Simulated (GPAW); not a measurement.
**TePb: band structure with PBE**

**Experimental background.**

A printed reference work, monograph reports, for a bulk crystal of TePb at 4.2 K: band gap 0.19 eV (direct).

TePb:

```
Pb Te
1.0
     0.00000    3.23100    3.23100
     3.23100    0.00000    3.23100
     3.23100    3.23100    0.00000
Pb Te
1 1
Direct
  0.00000 0.00000 0.00000
  0.50000 0.50000 0.50000
```

```yaml
Program: GPAW 26.7.0
Task: band structure
Functional: PBE
Potentials_or_basis: GPAW PAW data sets (gpaw-data 1.2.1), other valence
Cutoff: 600 eV
Basis: pw
k_mesh: 6 × 6 × 6
Occupations: fermi-dirac, width 0.05 eV
Spin: no spin polarisation
Maxiter: 150
Band_path: GXWKGLUWLK,UX
Band_points: 100
Data_set: Te 16
```

```yaml
Pressure: 1.0 GPa
Band_gap_on_the_k_mesh: 0.65 eV, direct
Band_gap_along_the_path: 0.65 eV, direct
```

Levels at the corners of the path, in eV from the valence-band top:
```
point  band 11  band 12  band 13  band 14  band 15  band 16  band 17  band 18  band 19  band 20
    Γ   -12.04    -5.56    -1.40    -1.40    -1.40     4.05     4.05     4.05     5.58     5.58
    X   -10.36    -7.27    -4.54    -2.85    -2.85     3.13     5.44     5.44     6.65     9.78
    W   -10.21    -7.95    -3.83    -3.83    -0.39     1.57     5.09     5.09     6.79     6.79
    K   -10.28    -7.93    -4.16    -2.35    -2.13     3.49     3.67     5.03     5.85     8.82
    Γ   -12.04    -5.56    -1.40    -1.40    -1.40     4.05     4.05     4.05     5.58     5.58
    L   -10.62    -8.56    -0.93    -0.93     0.00     0.65     1.13     1.13     8.41     8.99
    U   -10.28    -7.93    -4.16    -2.35    -2.13     3.49     3.67     5.03     5.85     8.82
    W   -10.21    -7.95    -3.83    -3.83    -0.39     1.57     5.09     5.09     6.79     6.79
    L   -10.62    -8.56    -0.93    -0.93     0.00     0.65     1.13     1.13     8.41     8.99
    K   -10.28    -7.93    -4.16    -2.35    -2.13     3.49     3.67     5.03     5.85     8.82
    U   -10.28    -7.93    -4.16    -2.35    -2.13     3.49     3.67     5.03     5.85     8.82
    X   -10.36    -7.27    -4.54    -2.85    -2.85     3.13     5.44     5.44     6.65     9.78
```

Wall time 82 s on 1 thread of Intel(R) Xeon(R) 6975P-C (Granite Rapids), with other jobs on the host, peak memory 0.38 GiB.

Measured gap of TePb: 0.19 eV (direct; 4.2 K; a printed reference work, monograph). This calculation gives 0.65 eV (+0.46 eV). Spin-orbit coupling on Pb, Te is left out. The value is that of PBE, without temperature or zero-point motion.

Caveat: spin-orbit coupling is left out, which as a rule narrows the gap of such compounds by several tenths of an eV.
